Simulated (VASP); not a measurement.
```
InN
1.0
    0.00000     2.44413     2.44413
    2.44413     0.00000     2.44413
    2.44413     2.44413     0.00000
In N
1 1
Direct
  0.00000   0.00000   0.00000
  0.25000   0.25000   0.25000
```

Method: PBE GGA, VASP's PBE PAW potentials (set 64) (plane waves; VASP 6.6.1). Numerical set-up: 400 eV cut-off, 15×15×15 Γ-centred mesh, Fermi-Dirac smearing of 0.10 eV, potentials In_d N.

At this cut-off the stress carries a Pulay error, which pulls relaxed volumes low. Energy and stress use the plane-wave basis of the starting cell.

Question: The ions, cell shape and volume are relaxed. Give the cell that the relaxation ends in.

Answer: 
```
InN
1.0
    0.00000     2.50360     2.50360
    2.50360     0.00000     2.50360
    2.50360     2.50360     0.00000
In N
1 1
Cartesian
  0.00000   0.00000   0.00000
  1.25180   1.25180   1.25180
```
Space group F-43m (216), at a tolerance of 0.03 Å.

Question: How do energy and volume change from the first to the last step?

Answer: The energy (σ→0) changes by -40.5 meV/atom and the volume by +7.5 %, in 4 ionic steps.

The structure comes from a computed database's InN entry; how it stands against other phases isn't given here. This run relaxes it. Symmetry was kept, so distortions that lower it aren't found. The run is one of a series of settings (EDIFFG = -0.01, IBRION = 2, ISIF = 3, NSW = 50 against the base run), some of them coarse on purpose.
